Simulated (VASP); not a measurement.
**Lu under changes of volume**

One of the cells (30.444 Å³/atom); the others are scaled copies at fixed shape and fractional positions:

```
CELL_PARAMETERS angstrom
-1.96705 1.96705 1.96705
1.96705 -1.96705 1.96705
1.96705 1.96705 -1.96705
ATOMIC_POSITIONS crystal
Lu 0.00000 0.00000 0.00000
```

This isn't the form of Lu at room conditions, which is hcp.

- Program: VASP 6.6.1
- Functional: PBE
- Potentials or basis: VASP PAW PBE potentials, release 64 (Lu)
- Cutoff: 520 eV
- k mesh: 10 × 10 × 10
- Occupations: fermi-dirac, width 0.05 eV
- Spin: no spin polarisation

```tsv
volume (Å³/atom)	energy over the lowest point (meV/atom)	pressure (GPa)
28.056	?	?
28.653	4.23	1.6
29.250	0.00	0.6
30.444	1.83	-1.1
31.041	7.28	-1.8
31.638	15.45	-2.5
```

Task: What does the run at 28.056 Å³/atom give?

Result: Energy over the lowest point 12.37 meV/atom; pressure 2.7 GPa.

Worked out: A Birch-Murnaghan fit of order 3 (a polynomial in V^(-2/3)) to the other rows has its minimum at 29.67 Å³/atom with B0 = V·E''(V) = 44 GPa and B' = 3.5. It gives 12.31 meV/atom at 28.056 Å³/atom, against the run's 12.37, and -dE/dV = 2.7 GPa, against 2.7.

Energies are extrapolated to zero smearing.
